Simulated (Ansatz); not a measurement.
Varying the input for CoSi₂

All trials start from this Ansatz input:

```yaml
crystal:
  lattice:
    - [0.0, 2.6825, 2.6825]
    - [2.6825, 0.0, 2.6825]
    - [2.6825, 2.6825, 0.0]
  atoms:
    - { symbol: Co, position: [0.0, 0.0, 0.0], spin: 3.0 }
    - { symbol: Si, position: [0.25, 0.25, 0.25] }
    - { symbol: Si, position: [0.75, 0.75, 0.75] }
basis:
  ecutwfc: 420
kpoints:
  mp_grid: { grid: [6, 6, 6] }
hamiltonian:
  xc: pbe
scf:
  occupations: { method: gaussian, width: 0.1 }
  lower_state_search: "off"
output:
  forces: true
  stress: true
  eigenvalues: true
  populations: true
magnetization:
  spin_polarized: true
```

Command:

```bash
ansatz run input.yaml --threads 1 --pin off --max-ram 1331MiB --backend cpu --events-out ev --progress --plain --runs-dir out
```

The run converges in 13 SCF iterations on 16 irreducible k-points: pressure -0.47 GPa, no gap, cell moment 0.00 μB. It warns that the starting moments were lost.

These settings were drawn at random to show what each does; none of the numbers is a converged property of the crystal. Each trial's input is given as a difference from the reference's; energies are extrapolated to zero smearing where there is one, and pressure is positive in compression.

Trial 1:

```diff
 crystal:
   atoms:
-    - { symbol: Co, position: [0.0, 0.0, 0.0], spin: 3.0 }
+    - { symbol: Co, position: [0.0, 0.0, 0.0] }
 basis:
-  ecutwfc: 420
+  ecutwfc: 450
 scf:
-  lower_state_search: "off"
 output:
-  populations: true
-magnetization:
-  spin_polarized: true
```

The run converges in 7 SCF iterations on 16 irreducible k-points: energy 0.39 meV per atom below the reference, pressure -0.47 GPa, no gap.

Trial 2:

```diff
 crystal:
   atoms:
-    - { symbol: Co, position: [0.0, 0.0, 0.0], spin: 3.0 }
+    - { symbol: Co, position: [0.0, 0.0, 0.0] }
 hamiltonian:
-  xc: pbe
+  xc: pbesol
 scf:
-  lower_state_search: "off"
+  max_iter: 30
+  convergence: { dr2_threshold: "1e-8 eV" }
 output:
-  populations: true
-magnetization:
-  spin_polarized: true
```

The run converges in 6 SCF iterations on 16 irreducible k-points: pressure -5.33 GPa, no gap. It warns that the SCF threshold is loose for the stress.

Trial 3:

```diff
 crystal:
   atoms:
-    - { symbol: Co, position: [0.0, 0.0, 0.0], spin: 3.0 }
+    - { symbol: Co, position: [0.0, 0.0, 0.0] }
 basis:
-  ecutwfc: 420
+  ecutwfc: 300
 hamiltonian:
-  xc: pbe
+  xc: pw92
 scf:
-  lower_state_search: "off"
 output:
-  populations: true
-magnetization:
-  spin_polarized: true
```

The run converges in 6 SCF iterations on 16 irreducible k-points: pressure -9.41 GPa, no gap. It warns that the cutoff lies under the recommended one, 420 eV for these potentials.

Trial 4:

```diff
 crystal:
   atoms:
-    - { symbol: Co, position: [0.0, 0.0, 0.0], spin: 3.0 }
+    - { symbol: Co, position: [0.0, 0.0, 0.0] }
 basis:
-  ecutwfc: 420
+  ecutwfc: "14 Ha"
 hamiltonian:
-  xc: pbe
+  xc: rpbe
 output:
-  populations: true
-magnetization:
-  spin_polarized: true
```

The run converges in 7 SCF iterations on 16 irreducible k-points: pressure 2.51 GPa, no gap. It warns that the cutoff lies under the recommended one, 420 eV for these potentials.

Trial 5:

```diff
 crystal:
   atoms:
-    - { symbol: Co, position: [0.0, 0.0, 0.0], spin: 3.0 }
+    - { symbol: Co, position: [0.0, 0.0, 0.0] }
 kpoints:
-  mp_grid: { grid: [6, 6, 6] }
+  mp_grid: { grid: [3, 4, 4] }
 hamiltonian:
-  xc: pbe
+  xc: rpbe
 scf:
-  occupations: { method: gaussian, width: 0.1 }
-  lower_state_search: "off"
+  occupations: { method: gaussian, width: 0.22 }
+  n_extra_bands: 1
 output:
-  populations: true
+  dos: {}
-magnetization:
-  spin_polarized: true
```

The run converges in 6 SCF iterations on 17 irreducible k-points: pressure 2.27 GPa, largest force 0.195 eV/Å, no gap. It warns that the mesh lowers the symmetry. Forces of RPBE on these PAW sets can be off by 10 %.

Trial 6:

```diff
 crystal:
   atoms:
-    - { symbol: Co, position: [0.0, 0.0, 0.0], spin: 3.0 }
+    - { symbol: Co, position: [0.0, 0.0, 0.0] }
 basis:
-  ecutwfc: 420
+  ecutwfc: "8 Ha"
 scf:
-  lower_state_search: "off"
 output:
-  populations: true
-magnetization:
-  spin_polarized: true
```

The run converges in 6 SCF iterations on 16 irreducible k-points: energy 4.03 eV per atom above the reference, pressure -0.68 GPa (unreliable at so low a cutoff), no gap. It warns that the cutoff lies under the recommended one, 420 eV for these potentials.